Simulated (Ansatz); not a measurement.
# CdTe (F-43m) in Ansatz: settings compared

One crystal, CdTe, is run at these levels: PBEsol+D3(BJ), PBEsol+D4; tasks: relaxation of cell and atoms.

Program: Ansatz 0.2.0. These are calculated values, not measurements. Logs are shortened: lines on timing, memory, paths and dates and some standing lists are left out, and cuts for length are marked.

## (1) Starting point

Symmetry: F-43m, No. 216, cubic system. Conventional cell: a = 6.410 Å, b = 6.410 Å, c = 6.410 Å, α = 90.00°, β = 90.00°, γ = 90.00°. Around Te (site symmetry -43m) lie 4 Cd at 2.78 Å. Cd (site symmetry -43m) has 4 Te at 2.78 Å as nearest neighbours.

## (2) Relaxation of cell and atoms, PBEsol+D3(BJ)

input.yaml

```yaml
crystal:
  lattice:
    - [0.0, 3.205, 3.205]
    - [3.205, 0.0, 3.205]
    - [3.205, 3.205, 0.0]
  atoms:
    - { symbol: Te, position: [0.75, 0.75, 0.75] }
    - { symbol: Cd, position: [0.0, 0.0, 0.0] }
hamiltonian:
  xc: pbesol
  pseudopotentials: { kind: paw }
  dispersion: d3bj
kpoints:
  mp_grid: { grid: [7, 7, 7] }
scf:
  occupations: { method: fermi_dirac, width: 0.05 }
output:
  forces: true
  stress: true
relax:
  f_tol: 0.01
  max_steps: 40
  cell: { stress_tol: 0.05 }
```

Potentials or basis: Ansatz PAW.

On the command line:

```console
$ ansatz run input.yaml --threads 2 --pin off --max-ram 5632MiB --backend cpu --events-out ev --progress --plain --runs-dir out
```

Standard output:

```text
Warning: RAYON_NUM_THREADS=2 ignored (pool sized by the plan → 2); use --threads N
Engine: ansatz 0.2.0, x86_64-unknown-linux-gnu
Pseudopotentials: kind: paw
Pseudopotential: Te, paw, valence charge 16, recommended cutoff 420 eV (normal), Te.paw.azcp
Pseudopotential: Cd, paw, valence charge 20, recommended cutoff 420 eV (normal), Cd.paw.azcp
Functional definition: PBEsol
  exchange = pbesol_x
  correlation = pbesol_c
Crystal: 2 atoms, lattice volume = 65.844 Å³
Basis set: ecut = 420 eV, 1243 PW (Γ), exchange–correlation on 64×64×64 points (8 copies of the dense FFT grid, shifted against one another)
Bands: 22, of which v1, the nominal top of the filled ones, is band 18 counted from 1 (17 counted from 0)
Symmetry: 24 space group operations
Space group: F-43m (ITA 216), of the structure as read, at distance tolerance 4.0e-5 Å
k-points: 20 of 343 (time reversal used)
Non-local potential: Te, projectors of the file, l = 0: 2, l = 1: 2, l = 2: 2, l = 3: 2
Non-local potential: Cd, projectors of the file, l = 0: 3, l = 1: 2, l = 2: 2, l = 3: 1
PAW form: soft (Blöchl's): semilocal exchange-correlation on the pseudo side does not see the compensation charge
PAW frozen core: Te, regenerated for the run's functional, and the local potential with it (the file was generated under x = pbe(κ = 0.804, μ = 0.2195149727645171), c = pbe(β = 0.06672455060314922))
PAW frozen core: Cd, regenerated for the run's functional, and the local potential with it (the file was generated under x = pbe(κ = 0.804, μ = 0.2195149727645171), c = pbe(β = 0.06672455060314922))
PAW one-centre angular grid: Te, 590 points (default); XC on 64 Gauss nodes
PAW one-centre angular grid: Cd, 590 points (default); XC on 64 Gauss nodes
Initial density: superposition of atomic densities (neutral atoms: chi_scale 0, normalization atom), corrected by the library's trained network
Initial wavefunctions: pseudopotential atomic-orbital guess
Functional: x = pbesol(κ = 0.804, μ = 0.12345679012345678), c = pbesol(β = 0.046)
SCF iter   1: F=—  HF=-15087.026504 eV  |F-HF|=—  |Δ(HF+E_count)|=         —  Δρ=3.86e-3  dr2=1.25e-2  ethr=1.77e-3  ⟨swp⟩=6.1  Hψ=2090  notcnv=0
preconditioner: auto → none  [insulator: Δε(μ)=0.730 eV  Ē_g=11.427 eV  σ=0.050 eV  W_gap=1.00  n_scr=14 (ndim 8)  ℏωp=19.4 eV  f_vac=0.179  D(μ)=0.00/eV (n_scr^D=0)  ε∞_Penn≈3.9]
SCF iter   2: F=—  HF=-15087.022456 eV  |F-HF|=—  |Δ(HF+E_count)|=   4.05e-3  Δρ=9.19e-4  dr2=3.15e-4  ethr=3.48e-5  ⟨swp⟩=2.4  Hψ=933  notcnv=0
SCF iter   3: F=—  HF=-15087.022644 eV  |F-HF|=—  |Δ(HF+E_count)|=   1.88e-4  Δρ=4.29e-4  dr2=7.78e-5  ethr=8.75e-7  ⟨swp⟩=2.1  Hψ=585  notcnv=0
SCF iter   4: F=—  HF=-15087.022706 eV  |F-HF|=—  |Δ(HF+E_count)|=   6.21e-5  Δρ=1.98e-4  dr2=2.76e-5  ethr=2.16e-7  ⟨swp⟩=3.0  Hψ=773  notcnv=0
SCF iter   5: F=—  HF=-15087.022699 eV  |F-HF|=—  |Δ(HF+E_count)|=   6.83e-6  Δρ=2.31e-5  dr2=1.95e-7  ethr=7.66e-8  ⟨swp⟩=2.0  Hψ=600  notcnv=0
SCF iter   6: F=-15087.022699 eV  HF=-15087.022699 eV  |F-HF|=3.47e-8  |Δ(HF+E_count)|=   2.36e-7  Δρ=8.44e-6  dr2=2.48e-8  ethr=2.78e-10  ⟨swp⟩=5.0  Hψ=1607  notcnv=0
SCF 1 converged in 6 iterations: F = -15087.022699 eV  dr2 = 2.48e-8
relax step   1: F+E_penalty+E_count = -15087.02269928 eV  Δ(F+E_penalty+E_count) = +0.000e0 eV  max|allowed force component| = 7.980e-17 eV/Å  Δτ_max = 0.0000 Å  P = -0.018 GPa  Ω = 65.844 Å³  (6 SCF iters, dr2 threshold 1.00e-7 eV, accepted)
Initial density: handed on by an earlier stage of this run
Initial wavefunctions: pseudopotential atomic-orbital guess (no wavefunctions were taken with the density)
iter 1 solved again at ethr=1.02e-7 eV; its pass at ethr=3.10e-3 eV (dr2=3.67e-5 eV) is discarded
SCF iter   1: F=—  HF=-15087.022707 eV  |F-HF|=—  |Δ(HF+E_count)|=         —  Δρ=8.27e-6  dr2=2.37e-8  ethr=1.02e-7  ⟨swp⟩=3.9  Hψ=3270  notcnv=0
preconditioner: auto → none  [insulator: Δε(μ)=0.757 eV  Ē_g=11.460 eV  σ=0.050 eV  W_gap=1.00  n_scr=14 (ndim 8)  ℏωp=19.4 eV  f_vac=0.172  D(μ)=0.00/eV (n_scr^D=0)  ε∞_Penn≈3.9]
SCF iter   2: F=—  HF=-15087.022699 eV  |F-HF|=—  |Δ(HF+E_count)|=   7.59e-6  Δρ=2.81e-6  dr2=3.65e-9  ethr=6.59e-11  ⟨swp⟩=3.0  Hψ=901  notcnv=0
SCF iter   3: F=—  HF=-15087.022699 eV  |F-HF|=—  |Δ(HF+E_count)|=   1.27e-9  Δρ=7.22e-7  dr2=3.87e-10  ethr=1.01e-11  ⟨swp⟩=2.3  Hψ=720  notcnv=0
SCF iter   4: F=—  HF=-15087.022699 eV  |F-HF|=—  |Δ(HF+E_count)|=  1.06e-10  Δρ=2.71e-7  dr2=2.70e-11  ethr=1.08e-12  ⟨swp⟩=2.0  Hψ=720  notcnv=0
SCF iter   5: F=-15087.022699 eV  HF=-15087.022699 eV  |F-HF|=3.64e-12  |Δ(HF+E_count)|=    0.00e0  Δρ=7.05e-8  dr2=2.34e-12  ethr=1.00e-12  ⟨swp⟩=6.0  Hψ=1905  notcnv=0
SCF 2 converged in 5 iterations: F = -15087.022699 eV  dr2 = 2.34e-12
relax step   2: F+E_penalty+E_count = -15087.02269929 eV  Δ(F+E_penalty+E_count) = -1.404e-8 eV  max|allowed force component| = 7.864e-17 eV/Å  Δτ_max = 0.0000 Å  P = -0.018 GPa  Ω = 65.844 Å³  stress off target by 1.82e-2 GPa  SCF on the basis re-selected at this cell (its energy is not comparable with the rows above)  (5 SCF iters)
basis re-selected at this cell: Δ(F+E_penalty+E_count) = -1.404e-8 eV, ΔP = +0.000 GPa vs the last step (what re-selecting the basis moved, of the pressure what is left beyond the Pulay correction that the steps carried, after the strain that the cell walked since its last selection, with what the two solves' SCF thresholds leave and, on support functions, any second-order correction that the steps lacked; it is no measure of the basis error at this ecutwfc). This SCF's stress stands 1.82e-2 GPa from its target on what of the cell is left free (relax.cell.stress_tol is 5.00e-2 GPa) and its largest allowed force component is 7.86e-17 eV/Å (relax.f_tol is 1.00e-2 eV/Å): within both
SCF converged after 5 iterations
Free energy (F): -15087.022699 eV
Harris-Foulkes:  -15087.022699 eV  (|F-HF|=3.64e-12)
Internal energy: -15087.022694 eV  (E = F + TS)
E sigma→0 (E₀):  -15087.022697 eV
Entropy (-TS):   -0.000005 eV (-0.002 meV/atom)
Fermi energy:    8.207608 eV
--- Per-component energies (eV) ---
  E_band       = -779.797012
  E_kinetic    = 686.524409
  E_local      = -5350.181668  (includes V_loc(G=0)·N_el)
  E_nonlocal   = -271.233385
  E_hartree    = 2700.464913
  E_xc         = -299.075667
  E_vxc        = -325.575694  (∫ρ·V_xc dr)
  E_paw        = -8598.798975  (= ΣΔE_a)
  E_vpaw       = -920.260340  (= ΣTr[D̂ρ^β])
  E_aug_tail   = -0.000209  (compensation charges beyond the density's cutoff)
  E_ewald      = -3954.745301
  E_disp       = -0.693586  (pairwise vdW)
  E_core_change = 0.716775  (= ΣΔE_core)
  E_smearing   = -0.000005  (= −TS)
  E_closure    = 0.000000  (closes the sum)
  Σ components = -15087.022699   (vs F -15087.022699, Δ=0.00e0)
--- Forces (eV/Å), atoms counted from 1 ---
  atom   1  Te     0.00000000    -0.00000000    -0.00000000
  atom   2  Cd    -0.00000000    -0.00000000    -0.00000000
  max |Σ_I F_I| component: 1.20e-16 eV/Å
--- Stress (GPa, compression-positive) ---
       -0.018202      -0.000000      -0.000000
       -0.000000      -0.018202       0.000000
       -0.000000       0.000000      -0.018202
  P = ⅓ Tr σ = -0.0182 GPa (-0.182 kbar)
--- Relaxed structure (1 steps of the walk, 1 accepted, 1 SCFs on fresh bases) ---
  F+E_penalty+E_count = -15087.02269929 eV   max|allowed force component| = 7.864e-17 eV/Å   (the final SCF, on the basis selected at the relaxed cell)
  cell:  # Å, volume = 65.8437 Å³
    - [0.0, 3.205, 3.205]
    - [3.205, 0.0, 3.205]
    - [3.205, 3.205, 0.0]
  atoms:
    - { symbol: Te, position: [0.75, 0.75, 0.75] }
    - { symbol: Cd, position: [0.0, 0.0, 0.0] }
```

Run time: 3.7 s. Hardware: 2 threads of Intel Xeon at 2.70GHz, shared host; peak memory 0.39 GiB.

What came out:

```
Free energy               : -15087.0227 eV
Energy gained by relaxing : 0.0 meV/atom
Ionic steps               : 2
Pressure after relaxing   : 0.0 GPa
Band gap on the k mesh    : 0.76 eV
```

Final structure:
```cif
data_structure
_symmetry_space_group_name_H-M 'P 1'
_symmetry_Int_Tables_number 1
_cell_length_a 4.5326
_cell_length_b 4.5326
_cell_length_c 4.5326
_cell_angle_alpha 60.000
_cell_angle_beta 60.000
_cell_angle_gamma 60.000
_cell_volume 65.84
loop_
_atom_site_label
_atom_site_type_symbol
_atom_site_fract_x
_atom_site_fract_y
_atom_site_fract_z
_atom_site_occupancy
Te1 Te 0.75000 0.75000 0.75000 1
Cd1 Cd 0.00000 0.00000 0.00000 1
```

Caveat: odd divisions of the mesh miss points on the zone boundary, where band edges often lie, so the gap on the mesh can be too wide; the plane-wave basis is chosen anew once the cell has moved, so the energies of steps on either side of that aren't comparable; spin-orbit coupling is left out, which moves the levels of the heavy elements; the PAW data sets come from PBE, with cores solved anew for the run's functional, which leaves a small shift of forces and pressure. A k mesh can miss the band edges.

## (3) Relaxation of cell and atoms, PBEsol+D4

Edit input.yaml of step 2 so:

```diff
@@ -11,3 +11,3 @@
   pseudopotentials: { kind: paw }
-  dispersion: d3bj
+  dispersion: d4
 kpoints:
```

Potentials or basis: Ansatz PAW.

On the command line:

```console
$ ansatz run input.yaml --threads 2 --pin off --max-ram 5632MiB --backend cpu --events-out ev --progress --plain --runs-dir out
```

Run time: 9.5 s. Hardware: 2 threads of Intel Xeon at 2.70GHz, shared host; peak memory 0.38 GiB.

Results (log left out):

| Item | Value |
| --- | --- |
| Free energy | -15086.7732 eV |
| Relaxed volume | 33.40 Å³/atom |
| Relaxed cell | a = 4.554 Å, b = 4.554 Å, c = 4.554 Å, α = 60.00°, β = 60.00°, γ = 60.00° |
| Space group after relaxing (to 0.05 Å) | F-43m (No. 216) |
| Energy gained by relaxing | 0.9 meV/atom |
| Ionic steps | 4 |
| Pressure after relaxing | 0.0 GPa |
| Band gap on the k mesh | 0.71 eV |

Step by step:
| step | energy change (eV) | largest force (eV/Å) | volume (Å³) |
| --- | --- | --- | --- |
| 1 | 0.0000 | 0.0000 | 65.84 |
| 2 | -0.0009 | 0.0000 | 67.35 |
| 3 | -0.0017 | 0.0000 | 66.79 |
| 4 | -0.0019 | 0.0000 | 66.79 |

Final structure:
```
CELL_PARAMETERS angstrom
0.00000 3.22033 3.22033
3.22033 0.00000 3.22033
3.22033 3.22033 0.00000
ATOMIC_POSITIONS crystal
Te 0.75000 0.75000 0.75000
Cd 0.00000 0.00000 0.00000
```

Caveat: odd divisions of the mesh miss points on the zone boundary, where band edges often lie, so the gap on the mesh can be too wide; the plane-wave basis is chosen anew once the cell has moved, so the energies of steps on either side of that aren't comparable; spin-orbit coupling is left out, which moves the levels of the heavy elements; the PAW data sets come from PBE, with cores solved anew for the run's functional, which leaves a small shift of forces and pressure.
